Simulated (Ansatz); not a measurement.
# Calculated field gradients at the nuclei for SnO2

The cell is a computed structure from the Materials Project (it need not be an observed phase).

```yaml
crystal:
  lattice:
    - [4.78800, 0.00000, 0.00000]
    - [0.00000, 4.86658, 0.00000]
    - [0.00000, 0.00000, 3.24090]
  atoms:
    - { symbol: Sn, position: [0.50000, 0.50000, 0.50000] }
    - { symbol: Sn, position: [0.00000, 0.00000, 0.00000] }
    - { symbol: O, position: [0.29185, 0.32104, 0.00000] }
    - { symbol: O, position: [0.79185, 0.17896, 0.50000] }
    - { symbol: O, position: [0.20814, 0.82104, 0.50000] }
    - { symbol: O, position: [0.70815, 0.67896, 0.00000] }
```

Atoms are numbered from 1 in the order listed; like atoms form one site, named after its first atom.

Computed with Ansatz: DFT, r2SCAN, plane waves and PAW, scalar-relativistic, 500 eV cutoff, Γ-centred 7×7×10 k-points, Fermi–Dirac smearing 0.01 eV.

C_Q = eQV_zz/h, which is 24.18 MHz for Q = 1 b and V_zz = 10²¹ V/m²; η = (V_xx − V_yy)/V_zz. Directions are in the Cartesian axes of the cell vectors above, for the atom listed; none is given where the gradient is under 0.02 or η is above 0.95.

```tsv
site	first atom	first shell	V_zz (10²¹ V/m²)	η	direction of V_zz (x, y, z)
Sn	1	6 O at 2.09–2.10 Å	-5.05	0.86	0.00 0.00 1.00
O	3	3 Sn at 2.09–2.10 Å	-10.99	0.11	0.71 -0.71 0.00
```

At O V_zz stands upright on the plane through its three neighbours (within 1°).

At this cell the r2SCAN pressure is -8 GPa, so with r2SCAN the cell would shrink if it were relaxed. The entry's cell may itself be off. Without spin–orbit coupling (the program notes it for Sn) the gradients are little affected as a rule: paired runs on crystals with a gap mostly move them by under 2 % at such atoms. With these PAW files V_zz is typically within 2 to 3 % of all-electron values, but misses above 10 % occur on Sn.

The run took 68 s of wall time (68 s of CPU time) and 0.61 GiB at its peak, on 1 thread of Arm Neoverse N1 (aarch64; 36 cores open to the job, memory cap 3.0 GiB, no GPU), a shared host with a load of 0.8 a core.
